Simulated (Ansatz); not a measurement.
## ZrSe2: ⁹¹Zr NMR of the central transition

Cell: a COD entry, ions relaxed with PBE at fixed cell.

```xyz
3
Lattice="3.7980 0.0000 0.0000 -1.8990 3.2892 0.0000 0.0000 0.0000 6.1920" Properties=species:S:1:pos:R:3 pbc="T T T"
Zr    0.0000    0.0000    0.0000
Se    0.0000    2.1928    1.5773
Se    1.8990    1.0964    4.6147
```

Atom numbers follow the list; atoms alike are taken as one site, whose name carries the number of the first.

The numbers come from a DFT calculation in Ansatz (PBE, plane waves and PAW (field gradients read without the response of the frozen cores, which leaves them typically 4 to 6 % off), scalar-relativistic, 420 eV cutoff, Γ-centred 8×8×5 k-points, Fermi–Dirac smearing 0.02 eV).

⁹¹Zr has I = 5/2 and Q = -176.0 mb (Pyykkö 2018); at 11.7 T its Larmor frequency is ν₀ = 46.5 MHz. Only the quadrupole interaction is simulated: positions count from each site's isotropic chemical shift, and J coupling is left out, as are shift anisotropy and dipolar coupling, which fast spinning averages.

Task: Give C_Q, η, the quadrupolar product P_Q = |C_Q|(1 + η²/3)^½, the second-order isotropic shift and the breadth of the pattern (fast magic-angle spinning) for each Zr site.

Result: 

| site | first shell | C_Q (MHz) | η | P_Q (MHz) | δ_QIS (ppm) | breadth (kHz) |
| --- | --- | --- | --- | --- | --- | --- |
| Zr | 6 Se at 2.70 Å | 10.4 | 0.00 | 10.4 | -303 | 30.2 |

δ_QIS = −(ν_Q²/30ν₀²)[I(I+1) − 3/4](1 + η²/3) × 10⁶ ppm with ν_Q = 3|C_Q|/[2I(2I−1)]; it falls as 1/B₀² in ppm, and the breadth as 1/B₀ in kHz.

The broadest static pattern spans 73 kHz. The table holds for spinning faster than that; slower spinning leaves sidebands.

An axis of threefold or higher order runs through Zr, so V_zz lies along it and η is zero.

Without spin–orbit coupling (the program notes it for Zr) the gradients can shift somewhat, as the gap is small. With a gap of 0.3 eV on this mesh, the gradients can still move by some per cent as the k-mesh gets denser.
